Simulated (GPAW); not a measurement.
A run of GPAW 26.7.0 is set up as follows.

Contents of run.py:

```python
from ase.dft.bandgap import bandgap
from ase.io import write
from ase.spacegroup import crystal
from ase.units import GPa
from gpaw import GPAW, PW, setup_paths

setup_paths.insert(0, '.')

# Mg 4a
# O 4b
atoms = crystal(['Mg', 'O'],
                basis=[[0.0, 0.0, 0.0],
                       [0.5, 0.0, 0.0]],
                spacegroup=225, setting=1,  # Fm-3m
                cellpar=[4.19400279, 4.19400279, 4.19400279, 90.0, 90.0, 90.0],
                primitive_cell=True)

calc = GPAW(mode=PW(600),
            xc='BLYP',
            kpts={'size': (9, 9, 9), 'gamma': True},
            occupations={'name': 'fermi-dirac', 'width': 0.05},
            nbands=16,
            eigensolver={'name': 'davidson', 'niter': 2},
            maxiter=120,
            txt='gpaw.txt')
atoms.calc = calc
energy = atoms.get_potential_energy()
forces = atoms.get_forces()
stress = atoms.get_stress()
calc.write('gs.gpw')
write('result.traj', atoms)
print(f'Energy: {energy:.6f} eV')
print('Forces (eV/A):')
print(forces.round(4))
print('Stress (GPa):', (stress / GPa).round(3))
print('Fermi level:', round(calc.get_fermi_level(), 4), 'eV')
print(f'Gap: {bandgap(calc)[0]:.4f} eV, direct: {bandgap(calc, direct=True)[0]:.4f} eV')
```

Potentials or basis: PAW data sets generated in the run's folder for this functional, pw.

Command:

```sh
$ gpaw-setup -f BLYP Mg O
$ OMP_NUM_THREADS=1 python run.py
```

**Question.** Predict the pressure.

**Answer.** 3.4 GPa.

**Question.** What does it give for the band gap on the k mesh?

**Answer.** 5.17 eV, direct.

Caveat: the cutoff is short for stress and forces, so pressures can be off by a GPa or more.

**The experiment to reproduce.**

“Electronic structure of alkaline earth and post-transition metal oxides”, 2009, arxiv:0908.1581 quotes, for a bulk crystal of MgO: band gap 7.83 eV.

A measured gap of MgO is 7.83 eV (quoted in “Electronic structure of alkaline earth and post-transition metal oxides”, 2009, arxiv:0908.1581); the calculated 5.17 eV misses it by -2.66 eV. The value is that of BLYP, without temperature or zero-point motion. Semilocal functionals fall short of measured gaps as a rule. The cell is a database's relaxed one, not the measured one, which moves gaps too.
